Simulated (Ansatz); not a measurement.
Runs of Ansatz 0.2.0 on TaN. The structure is cubic, space group Fm-3m (No. 225). The conventional cell has a = 4.423 Å, b = 4.423 Å, c = 4.423 Å, α = 90.00°, β = 90.00°, γ = 90.00°. Ta (site symmetry m-3m) has 6 N at 2.21 Å as nearest neighbours. N (site symmetry m-3m) has 6 Ta at 2.21 Å as nearest neighbours. The cell comes from a database or a generator and needn't be the stable form of this composition.

```csv
task,level,spin,cutoff (eV),q mesh,points for each segment of the path,gap on the mesh (eV),pressure (GPa),V0 of scaled cells (Å³/atom),B0 (GPa)
phonons,PBEsol,off,420,2 × 2 × 2,8,none,-,-,-
equation of state,LDA,off,420,-,-,-,-,10.27,(b)
band structure,LDA,off,420,-,14,none,(a),-,-
equation of state,r2SCAN,off,500,-,-,-,-,10.62,352
band structure,PBEsol,"SOC, no magnetisation",420,-,14,none,-10.8,-,-
```

Alike in all rows: potentials or basis Ansatz PAW; cell as given; k mesh 10 × 10 × 10; smearing fermi-dirac 0.05 eV.

Problem. Fill in the values left out.

Solution. (a) -17.2; (b) 377.

Caveats: the PAW data sets come from PBE, with cores solved anew for the run's functional, which leaves a small shift of forces and pressure (some runs); some modes are imaginary (some runs); spin-orbit coupling is left out, which moves the levels of the heavy elements (some runs); the PAW data sets were made with another functional, which shifts forces and pressure a little (some runs).

A k mesh can miss the band edges, and rows without SOC leave out spin-orbit coupling on Ta.

A gap of «none» marks a metal or a gap under the smearing width.

Runs at the PBE level aren't shown here.
